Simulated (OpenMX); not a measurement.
Set up this calculation in OpenMX 3.8.5, as the native input.

```
Task                : single point
Functional          : PBE
Potentials or basis : OpenMX 2013 PBE set, Ni6.0H-s3p2d2, grid cutoff 500 Ry
k mesh              : 9 × 9 × 9
Occupations         : fermi-dirac, width 0.05 eV
Spin                : collinear spin, ferromagnetic start
Starting moments    : [1.0] μB
Mixing scheme       : rmm-diisk
SCF threshold       : 1e-08 Ha
Solver              : band
Max SCF cycles      : 160
```

The system is Ni.

```
Ni
1.0
     0.00000    1.71409    1.71409
     1.71409    0.00000    1.71409
     1.71409    1.71409    0.00000
Ni
1
Cartesian
  0.0000 0.0000 0.0000
```

One way to write it, as run:

Ni.dat

```
System.CurrrentDirectory             ./
System.Name                          Ni
DATA.PATH                            ./DFT_DATA13
level.of.stdout                      1
level.of.fileout                     0
Species.Number                       1
<Definition.of.Atomic.Species
  Ni  Ni6.0H-s3p2d2          Ni_PBE13H
Definition.of.Atomic.Species>

Atoms.Number                         1
Atoms.SpeciesAndCoordinates.Unit     FRAC
<Atoms.SpeciesAndCoordinates
    1  Ni    0.0000000000    0.0000000000    0.0000000000   9.500  8.500
Atoms.SpeciesAndCoordinates>

Atoms.UnitVectors.Unit               Ang
<Atoms.UnitVectors
     0.0000000000    1.7140893390    1.7140893390
     1.7140893390    0.0000000000    1.7140893390
     1.7140893390    1.7140893390    0.0000000000
Atoms.UnitVectors>

scf.XcType                           GGA-PBE
scf.SpinPolarization                 on
scf.ElectronicTemperature            580.226
scf.energycutoff                     500.0
scf.maxIter                          160
scf.EigenvalueSolver                 band
scf.Kgrid                            9 9 9
scf.Mixing.Type                      rmm-diisk
scf.Init.Mixing.Weight               0.01
scf.Min.Mixing.Weight                0.001
scf.Max.Mixing.Weight                0.2
scf.Mixing.History                   40
scf.Mixing.StartPulay                15
scf.criterion                        1.0e-8
scf.stress.tensor                    on
MD.Type                              nomd
```

Potentials or basis: OpenMX 2013 PBE set, Ni6.0H-s3p2d2, grid cutoff 500 Ry.

The run is started by

```sh
$ openmx Ni.dat -nt 1 > Ni.std
```

Results of the run:

```
Pressure               : 29.1 GPa
Band gap on the k mesh : none (metal or under the smearing width)
Net moment             : 0.50 μB per cell
Site moments           : Ni +0.50 μB
```

Caveat: the basis of atomic orbitals isn't converged, which shifts pressures, moduli and gaps.

It took 82 s on 1 thread of Arm Neoverse V2, with other jobs on the host, peak memory 0.44 GiB.
